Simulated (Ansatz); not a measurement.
# Ir (Fm-3m) in Ansatz: further runs

Runs on Ir. Level: HSE06. Tasks: single point, equation of state.

Everything below comes from runs of Ansatz 0.2.0. Logs are shortened: lines on timing, memory, paths and dates and some standing lists are left out, and cuts for length are marked.

## 1. The structure

It takes space group Fm-3m (No. 225, cubic). The conventional cell has a = 3.831 Å, b = 3.831 Å, c = 3.831 Å, α = 90.00°, β = 90.00°, γ = 90.00°. Ir (site symmetry m-3m) has 12 Ir at 2.71 Å as nearest neighbours.

## 2. Single point, HSE06, 13.22 Å³/atom (volume scaled by 0.94)

Input file input:

```
crystal:
  lattice:
    - [0.0, 1.8764951499, 1.8764951499]
    - [1.8764951499, 0.0, 1.8764951499]
    - [1.8764951499, 1.8764951499, 0.0]
  atoms:
    - { symbol: Ir, position: [0.0, 0.0, 0.0] }
hamiltonian:
  xc: hse06
  pseudopotentials: { kind: paw }
kpoints:
  mp_grid: { grid: [8, 8, 8] }
scf:
  occupations: { method: fermi_dirac, width: 0.05 }
output:
  forces: true
  stress: true
  eigenvalues: true
```

Potentials or basis: Ansatz PAW.

What it wrote:

```text
Warning: output.stress: scf.convergence.dr2_threshold = 1e-7 eV (the SCF's general default) is looser than the 1e-10 eV advised for a printed stress (1e-10 eV for each atom of the cell: 1). What an SCF threshold leaves in a stress goes as its square root, and in the free energy as the threshold itself, and one threshold admits the most on a small cell: of the crystals measured, under no hybrid functional and no lock of the moments, on runs that ended without the residual-converged pass, on stresses that held no estimate of that error, the worst erred by over 100 MPa in a component at 1e-7 eV an atom and by under 5 at 1e-10. Set scf.convergence.dr2_threshold to 1e-10 eV or tighter. The threshold is an SCF's pass mark: one that does not reach it within its budget of iterations ends unconverged, or closes short of it on a stop that the run arms, and scf.convergence.dr2_threshold's page says what that costs each kind of run
Warning: output.stress: scf.exx.energy_threshold = 1e-6 eV is looser than the 1e-8 eV advised for a stress under a hybrid functional (1e-8 eV for each atom of the cell: 1). Every SCF of the exchange loop can meet its threshold on dr2 while the loop round them stops early: no threshold on dr2 bounds what that leaves in the stress. Set scf.exx.energy_threshold to 1e-8 eV or tighter. The threshold is the loop's pass mark: a loop that does not reach it within its budget of cycles ends unconverged, and scf.exx.energy_threshold's page has the law
GPUs: using 1 of 1 available (devices: 1).
Engine: ansatz 0.2.0, x86_64-unknown-linux-gnu
Pseudopotentials: kind: paw
Pseudopotential: Ir, paw, valence charge 17, recommended cutoff 420 eV (normal), Ir.paw.azcp
Functional definition: HSE06
  parameter a = 0.25
  parameter omega = 0.11/bohr
  exchange = pbe_x - a*pbe_x_sr(omega) + a*exact_x_sr(omega)
  correlation = pbe_c
device memory: the entry about to start is reckoned to put 0.4 GiB on a device that reports 49.5 GiB free (of which the cap on the GPU budget leaves the run 18.0 GiB)
GPU FFT provider: cuFFT
GPU libraries: cuBLAS 13.8.2, cuFFT 12.4.0, cuSOLVER 12.3.4
Crystal: 1 atoms, lattice volume = 13.215 Å³
Basis set: ecut = 420 eV, 259 PW (Γ), exchange–correlation on 36×36×36 points (8 copies of the dense FFT grid, shifted against one another)
Bands: 13, of which v1, the nominal top of the filled ones, is band 9 counted from 1 (8 counted from 0)
Symmetry: 48 space group operations
Space group: Fm-3m (ITA 225), of the structure as read, at distance tolerance 2.4e-5 Å
k-points: 29 of 512
Non-local potential: Ir, projectors of the file, l = 0: 3, l = 1: 2, l = 2: 2, l = 3: 1
PAW form: soft (Blöchl's): semilocal exchange-correlation on the pseudo side does not see the compensation charge
PAW frozen core: Ir, regenerated for the run's functional, and the local potential with it (the file was generated under x = pbe(κ = 0.804, μ = 0.2195149727645171), c = pbe(β = 0.06672455060314922))
PAW one-centre angular grid: Ir, 590 points (default); XC on 64 Gauss nodes
Initial density: superposition of atomic densities (neutral atoms: chi_scale 0, normalization atom), corrected by the library's trained network
Initial wavefunctions: pseudopotential atomic-orbital guess
GPU buffer pool allocated for 5832 grid points (all kernels)
GPU transforms: local potential and band sums: pruned to the plane-wave sphere, on 18×18×18
Functional: x = pbe(κ = 0.804, μ = 0.2195149727645171), c = pbe(β = 0.06672455060314922), warm-up for x = pbe(κ = 0.804, μ = 0.2195149727645171) + 0.25 (exact − pbe) at short range (hse, ω = 0.20786987370883472 Å⁻¹), c = pbe(β = 0.06672455060314922); HSE06 as pw.x's `hse` composes it (authors' and Libxc's form: `xc: wpbeh`)
SCF iter   1: F=—  HF=-11935.076390 eV  |F-HF|=—  |Δ(HF+E_count)|=         —  Δρ=7.87e-3  dr2=2.80e-3  ethr=1.77e-3  ⟨swp⟩=6.2  Hψ=1535  notcnv=0
[... 32 lines left out ...]
Exchange kernel: α = 0.2500, screened, ω = 0.2079 Å⁻¹, Wigner–Seitz truncation, v(0) = 1045.4419 eV·Å³, q-mesh 8×8×8, nearest image of the exchange supercell L = 21.23 Å, pair-density grid 12×12×12, without the augmentation charges, whose exchange is taken in its separable form by FFT convolution over the k-point mesh (sized by the pseudopotential files, 15×15×15 at the most), smooth part of the exact exchange by density-matrix convolution in up to 1.80 GiB of GPU memory as planned if the GPU has room (build and FFT work areas not counted)
Frozen-core exchange: fock
SCF iter   1: F=—  HF=-11936.803245 eV  |F-HF|=—  |Δ(HF+E_count)|=         —  Δρ=9.64e-5  dr2=1.85e-7  ethr=5.11e-7  ⟨swp⟩=3.3  Hψ=962  notcnv=0
preconditioner: auto → none  [insulator: Δε(μ)=0.129 eV  Ē_g=16.663 eV  σ=0.050 eV  W_gap=0.56  n_scr=0 (ndim 8)  ℏωp=30.6 eV  f_vac=0.000  D(μ)=0.96/eV (n_scr^D=14)]
SCF iter   2: F=—  HF=-11936.803245 eV  |F-HF|=—  |Δ(HF+E_count)|=   2.91e-8  Δρ=3.23e-5  dr2=4.33e-8  ethr=9.53e-10  ⟨swp⟩=3.0  Hψ=754  notcnv=0
SCF iter   3: F=-11936.803245 eV  HF=-11936.803245 eV  |F-HF|=7.15e-10  |Δ(HF+E_count)|=   9.07e-8  Δρ=6.83e-6  dr2=1.84e-9  ethr=1.18e-10  ⟨swp⟩=3.3  Hψ=875  notcnv=0
SCF 3 converged in 3 iterations: F = -11936.803245 eV  dr2 = 1.84e-9
  Residual-converged pass: ⟨swp⟩=2.8  Hψ=657  notcnv=0  max |occ|·‖R‖ = 2.4e-6 eV (tolerance 2.4e-6 eV)  dr2=1.84e-9  dr2_onsite=1.83e-10  max |Δocc| = 5.4e-13
hybrid outer 2: dexx = +1.960e-7 eV, tail = 1.78e-8 eV, Δε = 9.49e-4 eV (about 3.07e-5 eV left of the loop's levels)
hybrid SCF converged: 2 outer / 9 inner (+5 warm-up), last move |dexx| = 1.96e-7 eV, tail = 1.78e-8 eV
Stability not checked: this state was not tested for a lower state beside it, because the functional holds exact exchange (a hybrid, or Hartree-Fock), whose exchange loop this test does not read (fock_operator; see scf.lower_state_search)
Free energy (F): -11936.803245 eV
Frozen-core exchange: fock
Harris-Foulkes:  -11936.803245 eV  (|F-HF|=7.15e-10)
Internal energy: -11936.795228 eV  (E = F + TS)
E sigma→0 (E₀):  -11936.799236 eV
Entropy (-TS):   -0.008017 eV (-8.017 meV/atom)
Fermi energy:    27.878846 eV
--- Per-component energies (eV) ---
  E_band       = -87.858441
  E_kinetic    = 626.371833
  E_local      = -982.482248  (includes V_loc(G=0)·N_el)
  E_nonlocal   = 74.009922
  E_hartree    = 383.667877
  E_xc         = -214.399442
  E_vxc        = -238.791639  (∫ρ·V_xc dr)
  E_exx        = -57.347198  (= α·E_x^exact, valence–valence)
  E_paw        = -9222.456747  (= ΣΔE_a)
  E_vpaw       = -219.607632  (= ΣTr[D̂ρ^β])
  E_aug_tail   = 0.000063  (compensation charges beyond the density's cutoff)
  E_ewald      = -2541.958643
  E_core_change = -2.200646  (= ΣΔE_core)
  E_smearing   = -0.008017  (= −TS)
  E_closure    = -0.000000  (closes the sum)
  Σ components = -11936.803245   (vs F -11936.803245, Δ=-1.82e-12)
--- Forces (eV/Å), atoms counted from 1 ---
  atom   1  Ir     0.00000000     0.00000000     0.00000000
  max |Σ_I F_I| component: 8.94e-30 eV/Å
--- Stress (GPa, compression-positive) ---
       27.580183       0.000000       0.000000
       -0.000000      27.580183       0.000000
        0.000000      -0.000000      27.580183
  P = ⅓ Tr σ = 27.5802 GPa (275.802 kbar)
--- Band table (eV; the first three rows and the last of 29) ---
  k-point 0: bands = ["-69.7108", "-24.6626", "-24.6626", "-24.6626", "14.7422", "22.7857", "22.7857", "22.7857", "25.7921", "25.7921", "42.0686", "48.2600", "48.2600"]
  k-point 1: bands = ["-69.6948", "-24.8450", "-24.6883", "-24.6883", "15.5479", "22.4084", "23.1190", "23.1190", "25.6475", "25.6475", "43.3672", "45.8531", "49.5701"]
  k-point 2: bands = ["-69.6559", "-25.2747", "-24.7501", "-24.7501", "17.2689", "22.3042", "23.2403", "23.2403", "26.2777", "26.2777", "42.4129", "45.6728", "53.0137"]
  k-point 28: bands = ["-69.5642", "-25.4561", "-25.4561", "-25.1222", "19.7710", "21.6888", "21.6888", "25.1751", "29.9378", "37.6633", "38.2826", "38.2826", "43.0075"]
```

It took 13 s on 1 × NVIDIA H100 80GB HBM3 with 2 threads of AMD EPYC 7R13 (Zen 3), shared host; peak memory 1.6 GiB.

What came out:

| Property | Result |
| --- | --- |
| Free energy | -11936.8032 eV |
| Pressure | 27.6 GPa |
| Band gap on the k mesh | none (metal or under the smearing width) |

Caveat: the k mesh is coarse (spacing up to 0.36 Å⁻¹), so the values aren't converged, least of all with exact exchange; the PAW data sets come from PBE, with cores solved anew for the run's functional, which leaves a small shift of forces and pressure; the thresholds are loose for stress.

## 3. Single point, HSE06, 13.50 Å³/atom (volume scaled by 0.96)

input: that of step 2 with these lines changed.

```diff
@@ -2,5 +2,5 @@
   lattice:
-    - [0.0, 1.8764951499, 1.8764951499]
-    - [1.8764951499, 0.0, 1.8764951499]
-    - [1.8764951499, 1.8764951499, 0.0]
+    - [0.0, 1.8897103398, 1.8897103398]
+    - [1.8897103398, 0.0, 1.8897103398]
+    - [1.8897103398, 1.8897103398, 0.0]
   atoms:
```

Potentials or basis: Ansatz PAW.

Run time: 19 s. Hardware: 1 × NVIDIA H100 80GB HBM3 with 2 threads of AMD EPYC 7R13 (Zen 3), shared host; peak memory 1.6 GiB.

It converged, with:

```yaml
Free_energy: -11936.8422 eV
Pressure: 17.0 GPa
Band_gap_on_the_k_mesh: none (metal or under the smearing width)
```

Caveat: the PAW data sets come from PBE, with cores solved anew for the run's functional, which leaves a small shift of forces and pressure; the thresholds are loose for stress.

## 4. Single point, HSE06, 13.78 Å³/atom (volume scaled by 0.98)

input: that of step 3 with these lines changed.

```diff
@@ -2,5 +2,5 @@
   lattice:
-    - [0.0, 1.8897103398, 1.8897103398]
-    - [1.8897103398, 0.0, 1.8897103398]
-    - [1.8897103398, 1.8897103398, 0.0]
+    - [0.0, 1.9027432368, 1.9027432368]
+    - [1.9027432368, 0.0, 1.9027432368]
+    - [1.9027432368, 1.9027432368, 0.0]
   atoms:
```

Run time: 16 s. Hardware: 1 × NVIDIA H100 80GB HBM3 with 2 threads of AMD EPYC 7R13 (Zen 3), shared host; peak memory 1.6 GiB.

It converged, with:

| Property | Result |
| --- | --- |
| Free energy | -11936.8636 eV |
| Pressure | 7.6 GPa |
| Band gap on the k mesh | none (metal or under the smearing width) |

Caveat: the PAW data sets come from PBE, with cores solved anew for the run's functional, which leaves a small shift of forces and pressure; the thresholds are loose for stress.

## 5. Single point, HSE06, 14.06 Å³/atom

input: that of step 4 with these lines changed.

```diff
@@ -2,5 +2,5 @@
   lattice:
-    - [0.0, 1.9027432368, 1.9027432368]
-    - [1.9027432368, 0.0, 1.9027432368]
-    - [1.9027432368, 1.9027432368, 0.0]
+    - [0.0, 1.9156, 1.9156]
+    - [1.9156, 0.0, 1.9156]
+    - [1.9156, 1.9156, 0.0]
   atoms:
```

Wall time 18 s (1 × NVIDIA H100 80GB HBM3 with 2 threads of AMD EPYC 7R13 (Zen 3), shared host); peak memory 1.6 GiB.

It converged, with:

| Property | Result |
| --- | --- |
| Free energy | -11936.8695 eV |
| Pressure | -0.7 GPa |
| Band gap on the k mesh | none (metal or under the smearing width) |

Caveat: the PAW data sets come from PBE, with cores solved anew for the run's functional, which leaves a small shift of forces and pressure; the thresholds are loose for stress.

## 6. Single point, HSE06, 14.34 Å³/atom (volume scaled by 1.02)

input: that of step 5 with these lines changed.

```diff
@@ -2,5 +2,5 @@
   lattice:
-    - [0.0, 1.9156, 1.9156]
-    - [1.9156, 0.0, 1.9156]
-    - [1.9156, 1.9156, 0.0]
+    - [0.0, 1.9282864624, 1.9282864624]
+    - [1.9282864624, 0.0, 1.9282864624]
+    - [1.9282864624, 1.9282864624, 0.0]
   atoms:
```

Potentials or basis: Ansatz PAW.

Run time: 21 s. Hardware: 1 × NVIDIA H100 80GB HBM3 with 2 threads of AMD EPYC 7R13 (Zen 3), shared host; peak memory 1.6 GiB.

It converged, with:

| Item | Value |
| --- | --- |
| Free energy | -11936.8617 eV |
| Pressure | -8.1 GPa |
| Band gap on the k mesh | none (metal or under the smearing width) |

Caveat: the PAW data sets come from PBE, with cores solved anew for the run's functional, which leaves a small shift of forces and pressure; the thresholds are loose for stress.

## 7. Single point, HSE06, 14.62 Å³/atom (volume scaled by 1.04)

input: that of step 6 with these lines changed.

```diff
@@ -2,5 +2,5 @@
   lattice:
-    - [0.0, 1.9282864624, 1.9282864624]
-    - [1.9282864624, 0.0, 1.9282864624]
-    - [1.9282864624, 1.9282864624, 0.0]
+    - [0.0, 1.940808154, 1.940808154]
+    - [1.940808154, 0.0, 1.940808154]
+    - [1.940808154, 1.940808154, 0.0]
   atoms:
```

Run time: 19 s. Hardware: 1 × NVIDIA H100 80GB HBM3 with 2 threads of AMD EPYC 7R13 (Zen 3), shared host; peak memory 1.6 GiB.

Results (log left out):

```yaml
Free_energy: -11936.8417 eV
Pressure: -14.6 GPa
Band_gap_on_the_k_mesh: none (metal or under the smearing width)
```

Caveat: the PAW data sets come from PBE, with cores solved anew for the run's functional, which leaves a small shift of forces and pressure; the thresholds are loose for stress.

## 8. Single point, HSE06, 14.90 Å³/atom (volume scaled by 1.06)

input: that of step 7 with these lines changed.

```diff
@@ -2,5 +2,5 @@
   lattice:
-    - [0.0, 1.940808154, 1.940808154]
-    - [1.940808154, 0.0, 1.940808154]
-    - [1.940808154, 1.940808154, 0.0]
+    - [0.0, 1.9531703226, 1.9531703226]
+    - [1.9531703226, 0.0, 1.9531703226]
+    - [1.9531703226, 1.9531703226, 0.0]
   atoms:
```

Run time: 24 s. Hardware: 1 × NVIDIA H100 80GB HBM3 with 2 threads of AMD EPYC 7R13 (Zen 3), shared host; peak memory 1.6 GiB.

The run converged. Its results:

```
Free energy            : -11936.8110 eV
Pressure               : -20.3 GPa
Band gap on the k mesh : none (metal or under the smearing width)
```

Caveat: the PAW data sets come from PBE, with cores solved anew for the run's functional, which leaves a small shift of forces and pressure; the thresholds are loose for stress.

## 9. Equation of state, HSE06

Potentials or basis: Ansatz PAW.

This step only gathers the single runs of the series.

What came out:

- Equilibrium volume: 14.03 Å³/atom
- Bulk modulus: 394 GPa
- Pressure derivative of the bulk modulus: 5.1

Energy against volume, from the lowest point:
```csv
volume (Å³/atom),energy (meV/atom)
13.215,66.27
13.496,27.35
13.778,5.92
14.059,0.00
14.340,7.81
14.621,27.77
14.902,58.47
```

Caveat: the PAW data sets were made with another functional, which shifts forces and pressure a little. The run has no spin-orbit coupling, so splittings on Ir are missing.
